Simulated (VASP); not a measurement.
Sn:

```
Sn
1.0
     0.00000    3.23334    3.23334
     3.23334    0.00000    3.23334
     3.23334    3.23334    0.00000
Sn
2
Cartesian
  4.8500 4.8500 4.8500
  3.2333 3.2333 3.2333
```

This isn't the form of Sn at room conditions, which is tetragonal (white tin).

* Program: VASP 6.6.1
* Task: relaxation of cell and atoms
* Functional: BEEF-vdW
* Potentials or basis: VASP PAW PBE potentials, release 64 (Sn_d)
* Cutoff: 600 eV
* k mesh: 7 × 7 × 7
* Occupations: fermi-dirac, width 0.05 eV
* Spin: no spin polarisation

At the start: pressure 5.0 GPa; volume 33.80 Å³/atom.

**Question.** How do energy, volume and symmetry change on relaxing?

**Answer.** Over 3 steps the energy falls by 57.0 meV/atom and the volume is 37.93 Å³/atom (+12.2 %); space group Fd-3m (No. 227, to 0.05 Å).

Step by step:
| step | energy change (eV) | largest force (eV/Å) | pressure (GPa) | volume (Å³) |
| --- | --- | --- | --- | --- |
| 1 | 0.0000 | 0.0000 | 4.97 | 67.61 |
| 2 | -0.1064 | 0.0000 | -0.89 | 78.39 |
| 3 | -0.1141 | 0.0000 | 0.00 | 75.87 |

Final structure:
```yaml
crystal:
  lattice:
    - [0.00000, 3.35999, 3.35999]
    - [3.35999, 0.00000, 3.35999]
    - [3.35999, 3.35999, 0.00000]
  atoms:
    - { symbol: Sn, position: [0.75000, 0.75000, 0.75000] }
    - { symbol: Sn, position: [0.50000, 0.50000, 0.50000] }
```

Caveat: the PAW data sets were made with another functional, which shifts forces and pressure a little; the volume moved by +12 % from the deposited cell, more than functionals usually miss.
